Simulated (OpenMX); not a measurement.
Crystal: SiC (Moissanite 3C).

```
Si C
1.0
     0.00000    2.17900    2.17900
     2.17900    0.00000    2.17900
     2.17900    2.17900    0.00000
Si C
1 1
Cartesian
  0.0000 0.0000 0.0000
  3.2685 3.2685 3.2685
```

```yaml
Program: OpenMX 3.8.5
Task: single point
Functional: PBE
Potentials_or_basis: OpenMX 2013 PBE set, Si7.0-s2p2d1, C6.0-s2p2d1, grid cutoff 300 Ry
k_mesh: 11 × 11 × 11
Occupations: fermi-dirac, width 0.05 eV
Spin: no spin polarisation
```

On this cell: pressure 4.7 GPa; largest force zero by symmetry; band gap on the k mesh 1.47 eV, indirect (least direct gap 4.62 eV).

The same run follows on a disturbed copy (atoms moved at random, drawn with an rms of 0.05 Å):

```
Si C
1.0
     0.00000    2.17900    2.17900
     2.17900    0.00000    2.17900
     2.17900    2.17900    0.00000
Si C
1 1
Direct
  0.02300 0.97553 0.99719
  0.78305 0.74500 0.74190
```

Problem. What does the disturbed cell give?

Solution. The energy moves by +26.8 meV/atom; pressure 5.3 GPa; largest force 1.514 eV/Å; band gap on the k mesh 1.13 eV, indirect (least direct gap 4.46 eV).

Forces in eV/Å, atoms in the order of the input:
```
Si   0.673  0.352  1.309
C   -0.673 -0.352 -1.310
```

Caveats: an odd mesh through Γ misses points on the zone boundary, where band edges often lie; the basis of atomic orbitals isn't converged, which shifts pressures, moduli and gaps.
